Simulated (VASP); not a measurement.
# TaN (P-6m2) in VASP: further runs, part 2 of 2

VASP 6.6.1. The steps go on from the part before.

## Step 4: Relaxation of cell and atoms, PBE

File INCAR:

```
SYSTEM = TaN
PREC = Accurate ; ENCUT = 600
EDIFF = 1E-7 ; ISMEAR = 0
SIGMA = 0.1 ; LREAL = .FALSE.
LASPH = .TRUE. ; NELM = 80
ALGO = Normal ; ISIF = 3
LWAVE = .FALSE. ; LCHARG = .FALSE.
GGA = PE ; IBRION = 2
NSW = 90 ; EDIFFG = -0.005
```

File KPOINTS:

```
Automatic mesh
0
G
  18 18 14
  0 0 0
```

File POSCAR:

```
TaN
1.0
    2.9399421800      0.0000000000      0.0000000000
   -1.4699710900      2.5460646100      0.0000000000
    0.0000000000      0.0000000000      2.8901750800
Ta N
1 1
Direct
    0.0000000000      0.0000000000      0.5000000000
    0.6666666700      0.3333333300      0.0000000000
```

Potentials or basis: VASP PAW PBE potentials, release 64 (Ta_pv, N).

The run is started by

```sh
> cat potpaw_PBE.64/Ta_pv/POTCAR potpaw_PBE.64/N/POTCAR > POTCAR
> mpirun -np 1 vasp_std > vasp.out
```

OUTCAR:

```text
SYSTEM = TaN
   PREC = Accurate
   ENCUT = 600
   EDIFF = 1E-7
   ISMEAR = 0
   LREAL = .FALSE.
   LASPH = .TRUE.
   NELM = 80
   ISIF = 3
   GGA = PE
   IBRION = 2
   NSW = 90
   EDIFFG = -0.005

 ion  position               nearest neighbor table
   1  0.000  0.000  0.500-   2 2.23   2 2.23   2 2.23   2 2.23   2 2.23   2 2.23
   2  0.667  0.333  0.000-   1 2.23   1 2.23   1 2.23   1 2.23   1 2.23   1 2.23

  LATTYP: Found a hexagonal cell.
 ALAT       =     2.9399421800
 C/A-ratio  =     0.9830720821

  Lattice vectors:

 A1 = (   2.9399421800,   0.0000000000,   0.0000000000)
 A2 = (  -1.4699710900,   2.5460646100,   0.0000000000)
 A3 = (   0.0000000000,   0.0000000000,   2.8901750800)

Analysis of symmetry for initial positions (statically):
=====================================================================
 Subroutine PRICEL returns:
 Original cell was already a primitive cell.

 Routine SETGRP: Setting up the symmetry group for a
 hexagonal supercell.

 Subroutine GETGRP returns: Found 12 space group operations
 (whereof 12 operations were pure point group operations)
 out of a pool of 24 trial point group operations.

The static configuration has the point symmetry D_3h.

Analysis of symmetry for dynamics (positions and initial velocities):
=====================================================================
 Subroutine PRICEL returns:
 Original cell was already a primitive cell.

 Routine SETGRP: Setting up the symmetry group for a
 hexagonal supercell.

 Subroutine GETGRP returns: Found 12 space group operations
 (whereof 12 operations were pure point group operations)
 out of a pool of 24 trial point group operations.

The dynamic configuration has the point symmetry D_3h.

 Subroutine INISYM returns: Found 12 space group operations
 (whereof 12 operations are pure point group operations),
 and found     1 'primitive' translations

----------------------------------------------------------------------------------------

                                     Primitive cell

  volume of cell :      21.6338

  direct lattice vectors                    reciprocal lattice vectors
     2.939942180  0.000000000  0.000000000     0.340142744  0.196381505  0.000000000
    -1.469971090  2.546064610  0.000000000     0.000000000  0.392763010  0.000000000
     0.000000000  0.000000000  2.890175080     0.000000000  0.000000000  0.345999800

  length of vectors
     2.939942180  2.939942177  2.890175080     0.392763010  0.392763010  0.345999800

  position of ions in fractional coordinates (direct lattice)
     0.000000000  0.000000000  0.500000000
     0.666666670  0.333333330  0.000000000

  ion indices of the primitive-cell ions
   primitive index   ion index
                 1           1
                 2           2

----------------------------------------------------------------------------------------

 KPOINTS: Automatic mesh

Automatic generation of k-mesh.
 Grid dimensions read from file:
 generate k-points for:   18   18   14

 Generating k-lattice:

  Cartesian coordinates                     Fractional coordinates (reciprocal lattice)
     0.018896819  0.010910084  0.000000000     0.055555556  0.000000000  0.000000000
     0.000000000  0.021820167  0.000000000     0.000000000  0.055555556  0.000000000
[... 55 lines left out ...]
   LASPH  =      T    aspherical Exc in radial PAW
   ENCUT  =  600.0 eV  44.10 Ry    6.64 a.u.   5.87  5.87  5.77*2*pi/ulx,y,z
   NELM   =     80;   NELMIN=  2; NELMDL= -5     # of ELM steps
   EDIFF  = 0.1E-06   stopping-criterion for ELM
   LREAL  =      F    real-space projection
   EDIFFG = -.5E-02   stopping-criterion for IOM
   NSW    =     90    number of steps for IOM
   IBRION =      2    ionic relax: 0-MD 1-quasi-New 2-CG
   NFREE  =      1    steps in history (QN), initial steepest desc. (CG)
   ISIF   =      3    stress and relaxation
   ISYM   =      2    0-nonsym 1-usesym 2-fastsym
   POTIM  = 0.5000    time-step for ionic-motion
   TEBEG  =    0.0;   TEEND  =   0.0 temperature during run
   PSTRESS=    0.0 pullay stress
   NELECT =      16.0000    total number of electrons
   NUPDOWN=      -1.0000    fix difference up-down
   EMIN   =  10.00;   EMAX   =-10.00  energy-range for DOS
   EFERMI =   0.00;   METHOD = LEGACY
   ISMEAR =     0;   SIGMA  =   0.10  broadening in eV -4-tet -1-fermi 0-gaus
   EFERMI_NEDOS =   21; number of points for ismear=-14 and -15
   IALGO  =     38    algorithm
   IMIX   =      4    mixing-type and parameters
     AMIX     =   0.40;   BMIX     =  1.00
     AMIX_MAG =   1.60;   BMIX_MAG =  1.00
  volume/ion in A,a.u.               =      10.82        73.00
  Fermi-wavevector in a.u.,A,eV,Ry     =   1.480485  2.797711 29.821741  2.191836
  Thomas-Fermi vector in A             =   2.594513
   LORBIT       =      0    0 simple, 1 ext, 2 COOP (PROOUT), +10 PAW based schemes
   GGA     = PE    functional components
   LHFCALC =     F    Hartree Fock is set to
   AEXX    =    0.0000 exact exchange contribution
   IVDW    =     0    specifies the selected vdW correction
   LEPSILON=     F    determine dielectric tensor
   LRPA    =     F    only Hartree local field effects (RPA)
 conjugate gradient relaxation of ions
 non-spin polarized calculation
 Gauss-broadening in eV      SIGMA  =   0.10
  energy-cutoff  :      600.00
  volume of cell :       21.63
 maximum number of plane-waves:       738
 NGX is ok and might be reduce to    24
   NGX = 11   NGY = 11   NGZ = 11

--------------------------------------- Ionic step        1  -------------------------------------------

 number of electron      16.0000001 magnetization

 Free energy of the ion-electron system (eV)
  ---------------------------------------------------
  ext. energy  EPLUGINS =         0.00000000
  ---------------------------------------------------
  free energy    TOTEN  =       -22.44514191 eV

  energy without entropy =      -22.44489074  energy(sigma->0) =      -22.44501633

------------------------ aborting loop because EDIFF is reached ----------------------------------------

  FORCE on cell =-STRESS in cart. coord.  units (eV):
  Direction    XX          YY          ZZ          XY          YZ          ZX
  --------------------------------------------------------------------------------------
  -------------------------------------------------------------------------------------
  Total        0.5234001      0.5234001      0.5227286      0.0000000     -0.0000000      0.0000000
  in kB       38.7625238     38.7625237     38.7127920      0.0000000     -0.0000000      0.0000000
  external PRESSURE =      38.7459465 kB  Pullay stress =       0.0000000 kB
[... 167 lines left out ...]
--------------------------------------- Ionic step        6  -------------------------------------------

 number of electron      16.0000001 magnetization

 Free energy of the ion-electron system (eV)
  ---------------------------------------------------
  ext. energy  EPLUGINS =         0.00000000
  ---------------------------------------------------
  free energy    TOTEN  =       -22.44804967 eV

  energy without entropy =      -22.44779505  energy(sigma->0) =      -22.44792236

 E-fermi :   8.0924     XC(G=0): -13.2644

 val. band max:        8.0554365637   @ k =   0.0000   0.0000   0.4286
 cond. band min:       8.1221544932   @ k =   0.0556   0.0000   0.5000
 fundamental gap:      0.0667179294
 Fermi energy:         8.0924232303

 k-point     1 :       0.0000    0.0000    0.0000
  band No.  band energies     occupation
      1     -26.7956      2.00000
      2     -26.5355      2.00000
      3     -26.5355      2.00000
      4      -9.5681      2.00000
      5       3.6087      2.00000
      6       3.6087      2.00000
      7       3.9554      2.00000
      8       5.1836      2.00000
      9      10.2080      0.00000
     10      11.6088      0.00000
     11      11.6088      0.00000
     12      12.0156      0.00000
[... 331 lines left out ...]
 k-point    24 :       0.3889    0.1111    0.0000
  band No.  band energies     occupation
      1     -27.4550      2.00000
      2     -26.8244      2.00000
      3     -26.6604      2.00000
      4      -7.3245      2.00000
      5       0.1067      2.00000
      6       3.0327      2.00000
      7       3.8927      2.00000
      8       5.8477      2.00000
      9      10.3721      0.00000
     10      11.0994      0.00000
     11      12.5611      0.00000
     12      14.0341      0.00000

 [... further k-points ...]

------------------------ aborting loop because EDIFF is reached ----------------------------------------

  FORCE on cell =-STRESS in cart. coord.  units (eV):
  Direction    XX          YY          ZZ          XY          YZ          ZX
  --------------------------------------------------------------------------------------
  -------------------------------------------------------------------------------------
  Total        0.0064708      0.0064708      0.0078170      0.0000000      0.0000000      0.0000000
  in kB        0.4739500      0.4739500      0.5725491      0.0000000      0.0000000      0.0000000
  external PRESSURE =       0.5068164 kB  Pullay stress =       0.0000000 kB
[... 17 lines left out ...]
  FREE ENERGIE OF THE ION-ELECTRON SYSTEM (eV)
  ---------------------------------------------------
  free  energy   TOTEN  =       -22.4480496691 eV

  energy  without entropy=      -22.4477950478  energy(sigma->0) =      -22.44792236

 reached required accuracy - stopping structural energy minimisation
```

CONTCAR:

```text
TaN
   1.00000000000000
     2.9514968629396021    0.0000000000000000   -0.0000000000000000
    -1.4757484314698011    2.5560712589166394    0.0000000000000000
     0.0000000000000000   -0.0000000000000000    2.8994981547143079
  Ta              N
     1     1
Direct
     0.0000000000000000    0.0000000000000000    0.5000000000000000
     0.6666666699999979    0.3333333300000021    1.0000000000000000

  0.00000000E+00  0.00000000E+00  0.00000000E+00
  0.00000000E+00  0.00000000E+00  0.00000000E+00
```

Wall time 1.7 min (1 thread of AMD EPYC 9R45 (Zen 5), shared host); peak memory 0.21 GiB.

What came out:

```
Free energy                            : -22.4480 eV
Relaxed volume                         : 10.94 Å³/atom
Relaxed cell                           : a = 2.951 Å, b = 2.951 Å, c = 2.899 Å, α = 90.00°, β = 90.00°, γ = 120.00°
Space group after relaxing (to 0.05 Å) : P-6m2 (No. 187)
Energy gained by relaxing              : 1.5 meV/atom
Ionic steps                            : 6
Pressure after relaxing                : 0.1 GPa
Band gap on the k mesh                 : none (metal or under the smearing width)
```

The path:
```
step  energy change (eV)  largest force (eV/Å)  pressure (GPa)  volume (Å³)
   1              0.0000                0.0000            3.87        21.63
   2              0.0130                0.0000           -8.47        22.46
   3             -0.0029                0.0000           -0.03        21.88
   4             -0.0029                0.0000            0.04        21.87
   5             -0.0029                0.0000            0.05        21.88
   6             -0.0029                0.0000            0.05        21.87
```

Final structure:
```yaml
crystal:
  lattice:
    - [2.95150, 0.00000, 0.00000]
    - [-1.47575, 2.55607, 0.00000]
    - [0.00000, 0.00000, 2.89950]
  atoms:
    - { symbol: Ta, position: [0.00000, 0.00000, 0.50000] }
    - { symbol: N, position: [0.66667, 0.33333, 0.00000] }
```

Levels at points of the mesh, in eV from the Fermi level:
```csv
k point,band 6,band 7,band 8,band 9,band 10,band 11
"(0.00, 0.00, 0.00)",-4.48,-4.14,-2.91,2.12,3.52,3.52
"(0.50, 0.00, 0.00)",-5.12,-3.41,-3.14,2.96,3.95,5.14
"(0.00, 0.00, 0.50)",-3.68,-3.68,-0.08,-0.08,2.35,3.30
"(0.50, 0.00, 0.50)",-6.12,-5.58,-0.39,4.06,5.25,5.90
```

The run has no spin-orbit coupling, so splittings on Ta are missing.

## Step 5: Relaxation of cell and atoms, PBE+D3(BJ)

Edit INCAR of step 4 so:

```diff
@@ -7,3 +7,4 @@
 LWAVE = .FALSE. ; LCHARG = .FALSE.
-GGA = PE ; IBRION = 2
-NSW = 90 ; EDIFFG = -0.005
+GGA = PE ; IVDW = 12
+IBRION = 2 ; NSW = 90
+EDIFFG = -0.005
```

KPOINTS is that of step 4.

POSCAR is that of step 4.

The run is started by

```sh
> cat potpaw_PBE.64/Ta_pv/POTCAR potpaw_PBE.64/N/POTCAR > POTCAR
> mpirun -np 1 vasp_std > vasp.out
```

Wall time 1.7 min (1 thread of AMD EPYC 9R45 (Zen 5), shared host); peak memory 0.22 GiB.

It converged, with:

* Free energy: -23.3741 eV
* Relaxed volume: 10.72 Å³/atom
* Relaxed cell: a = 2.930 Å, b = 2.930 Å, c = 2.883 Å, α = 90.00°, β = 90.00°, γ = 120.00°
* Space group after relaxing (to 0.05 Å): P-6m2 (No. 187)
* Energy gained by relaxing: 1.0 meV/atom
* Ionic steps: 6
* Pressure after relaxing: 0.0 GPa
* Band gap on the k mesh: none (metal or under the smearing width)
* Dispersion energy per atom: -0.468 eV

The path:
```csv
step,energy change (eV),largest force (eV/Å),pressure (GPa),volume (Å³)
1,0.0000,0.0000,-3.21,21.63
2,0.0100,0.0000,8.32,20.96
3,-0.0020,0.0000,-0.01,21.44
4,-0.0020,0.0000,0.05,21.43
5,-0.0020,0.0000,0.05,21.43
6,-0.0020,0.0000,0.04,21.43
```

Final structure:
```
Ta N
1.0
     2.92995    0.00000    0.00000
    -1.46497    2.53741    0.00000
     0.00000    0.00000    2.88269
Ta N
1 1
Direct
  0.00000 0.00000 0.50000
  0.66667 0.33333 0.00000
```

Levels at points of the mesh, in eV from the Fermi level:
```csv
k point,band 4,band 5,band 6,band 7,band 8,band 9,band 10,band 11,band 12
"(0.00, 0.00, 0.00)",-17.81,-4.56,-4.56,-4.23,-2.94,2.29,3.61,3.61,4.04
"(0.50, 0.00, 0.00)",-15.50,-8.30,-5.23,-3.49,-3.17,3.04,4.09,5.25,5.37
"(0.00, 0.00, 0.50)",-15.15,-9.38,-3.74,-3.74,-0.08,-0.08,2.39,3.38,3.38
"(0.50, 0.00, 0.50)",-15.82,-7.34,-6.20,-5.69,-0.35,4.21,5.42,6.08,7.15
```

Caveat: pairwise dispersion overbinds metals, which lowers pressure and volume. Spin-orbit coupling is left out, which matters for the levels of Ta.

## Step 6: Summary

```tsv
level	potentials or basis	gap on the mesh (eV)	pressure (GPa)	relaxed volume (Å³/atom)
PBEsol	VASP PAW PBE potentials, release 64 (Ta_pv, N)	none	0.0	10.65
LDA	VASP PAW LDA potentials, release 64 (Ta_pv, N)	none	0.0	10.49
PBE	VASP PAW PBE potentials, release 64 (Ta_pv, N)	none	0.1	10.94
PBE+D3(BJ)	VASP PAW PBE potentials, release 64 (Ta_pv, N)	none	0.0	10.72
```

Alike in all rows: task relaxation of cell and atoms; no spin polarisation; cell relaxed; k mesh 18 × 18 × 14; cutoff (eV) 600; smearing gaussian 0.1 eV.

Caveats: the PAW data sets were made with another functional, which shifts forces and pressure a little (some runs); pairwise dispersion overbinds metals, which lowers pressure and volume (some runs).

Absolute energies hang on the potentials; compare differences alone.
